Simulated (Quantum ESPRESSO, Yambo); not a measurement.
Planning a run of Yambo 5.3.0 on MgO (Periclase). The input:

```
HF_and_locXC
gw0
dyson
ppa
em1d
rim_cut
RandQpts= 1000000
RandGvec= 1 RL
EXXRLvcs= 76 Ry
VXCRLvcs= 304 Ry
Chimod= "HARTREE"
% BndsRnXp
 1 | 63 |
%
NGsBlkXp= 15.5 Ry
% LongDrXp
 1 | 1 | 1 |
%
% GbndRnge
 1 | 63 |
%
DysSolver= "n"
ExtendOut
PPAPntXp= 27.21138 eV
% QPkrange
 1 | 1 | 7 | 10 |
%
```

The database entry behind the starting cell differs from later determinations by our own check (about 0.1 % long), so it need not match the best structure at ambient conditions.

```sh
OMP_NUM_THREADS=1 mpirun -n 4 yambo -F gw15.in -J gw15 -C gw15 > gw15.log
```

The stored states that it reads are on a 8×8×8 mesh. The structure is cubic, space group Fm-3m (No. 225). The conventional cell has a = 4.217 Å, b = 4.217 Å, c = 4.217 Å, α = 90.00°, β = 90.00°, γ = 90.00°. Nearest to Mg lie 6 O at 2.11 Å. O has 6 Mg at 2.11 Å nearest. Farther neighbours and most contacts between anions are not listed.

Q: Estimate wall time and host memory on 4 MPI ranks of Arm Neoverse V1, shared host.

It took 4.8 min; on shared hardware allow 2.4 min to 9.6 min. Peak host memory was 1.4 GiB.

The screening grows as filled bands × empty bands × pairs of k points, times the square of the screening basis for the matrix.

[Paths, hosts, dates, memory and timing lines, banners, echoed tables and standing remarks are left out of the program output.]

[Logs are printed without paths, hosts, clocks, repeated set-up lines and the standing remarks that a program may print on its own settings, such as how far it seeks lower states.]

[Runs of the session that timed out or met a known fault of the program may be left out.]

[Hosts, paths, dates, database ids (printed as entryN), source tags and the programs' standing remarks are cut or masked in the printed files.]
